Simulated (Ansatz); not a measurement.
# TiCo3: tests of the settings

The task, for TiCo3: test the smearing width on a coarse mesh.

Method: DFT r2SCAN, scalar-relativistic, plane waves, PAW, in Ansatz 0.2.0.

1 further run of the same task is left out (it didn't finish).

## (1) The system as given

The structure is cubic, space group Pm-3m (No. 221). The conventional cell has a = 3.614 Å, b = 3.614 Å, c = 3.614 Å, α = 90.00°, β = 90.00°, γ = 90.00°. Ti (site symmetry m-3m) has 12 Co at 2.56 Å as nearest neighbours. Around Co (site symmetry 4/mmm) lie 4 Ti at 2.56 Å and 8 Co at 2.56 Å.

Coordinates:

```
Ti Co
1.0
     3.61400    0.00000    0.00000
     0.00000    3.61400    0.00000
     0.00000    0.00000    3.61400
Ti Co
1 3
Direct
  0.00000 0.00000 0.00000
  0.00000 0.50000 0.50000
  0.50000 0.00000 0.50000
  0.50000 0.50000 0.00000
```

The structure comes from the Crystallography Open Database; it is used as listed.

## (2) The base input

Contents of input.yaml:

```yaml
crystal:
  lattice:
    - [3.614, 0.0, 0.0]
    - [0.0, 3.614, 0.0]
    - [0.0, 0.0, 3.614]
  atoms:
    - { symbol: Ti, position: [0.0, 0.0, 0.0], spin: -0.76 }
    - { symbol: Co, position: [0.0, 0.5, 0.5], spin: 1.46 }
    - { symbol: Co, position: [0.5, 0.0, 0.5], spin: 1.46 }
    - { symbol: Co, position: [0.5, 0.5, 0.0], spin: 1.46 }
basis:
  ecutwfc: 500
kpoints:
  mp_grid: { grid: [12, 12, 12] }
hamiltonian:
  xc: r2scan
scf:
  occupations: { method: gaussian, width: 0.1 }
output:
  forces: true
  stress: true
  eigenvalues: true
  populations: true
  write_density: true
  write_potential: true
  elf: true
  volumetric_format: npy
magnetization:
  spin_polarized: true
```

It was run beforehand and gave: -4474.9207 eV/atom at zero smearing, pressure -4.27 GPa, largest force 0.000 eV/Å, no gap on the mesh, site moments Ti -0.68, Co +1.35 (×3) μB, in 20 SCF cycles and 3.6 min.

## (3) Smearing width on a coarse mesh set to Gaussian 0.01 eV

Contents of input.yaml:

```yaml
crystal:
  lattice:
    - [3.614, 0.0, 0.0]
    - [0.0, 3.614, 0.0]
    - [0.0, 0.0, 3.614]
  atoms:
    - { symbol: Ti, position: [0.0, 0.0, 0.0], spin: -0.74 }
    - { symbol: Co, position: [0.0, 0.5, 0.5], spin: 1.48 }
    - { symbol: Co, position: [0.5, 0.0, 0.5], spin: 1.48 }
    - { symbol: Co, position: [0.5, 0.5, 0.0], spin: 1.48 }
basis:
  ecutwfc: 500
kpoints:
  mp_grid: { grid: [6, 6, 6] }
hamiltonian:
  xc: r2scan
scf:
  occupations: { method: gaussian, width: 0.01 }
output:
  forces: true
  stress: true
  eigenvalues: true
  populations: true
magnetization:
  spin_polarized: true
```

Launch:

```
$ ansatz run input.yaml --threads 1 --pin off --max-ram 2560MiB --backend cpu --events-out ev --progress --plain --runs-dir out
```

## (4) Smearing width on a coarse mesh set to Gaussian 0.05 eV

input.yaml, as its differences from that of step 3:

```diff
@@ -17,3 +17,3 @@
 scf:
-  occupations: { method: gaussian, width: 0.01 }
+  occupations: { method: gaussian, width: 0.05 }
 output:
```

## (5) Smearing width on a coarse mesh: Gaussian 0.2 eV

input.yaml, as its differences from that of step 4:

```diff
@@ -17,3 +17,3 @@
 scf:
-  occupations: { method: gaussian, width: 0.05 }
+  occupations: { method: gaussian, width: 0.2 }
 output:
```

## (6) Smearing width on a coarse mesh set to Gaussian 0.4 eV

input.yaml, as its differences from that of step 5:

```diff
@@ -17,3 +17,3 @@
 scf:
-  occupations: { method: gaussian, width: 0.2 }
+  occupations: { method: gaussian, width: 0.4 }
 output:
```

(Steps that only read results are left out.)

**Question.** What does this series show? Wanted: largest energy shift, smearing width on a coarse mesh.

As calculated:

```
                                             quantity                           value
largest energy shift, smearing width on a coarse mesh  -1.94 meV/atom at Gaussian 0.4
```

What this shows: Smearing shifts the free energy by as much as 30.3 meV/atom (Gaussian 0.4); extrapolating to zero width leaves 1.94 at most. For the widths that shift F most, the extrapolation takes out most of the shift. On the coarse mesh the shift from the base is least at Gaussian 0.01 eV (0.80 meV/atom): here the narrowest width does best. Other magnetic orders or occupations could lie lower; they were not searched in full.
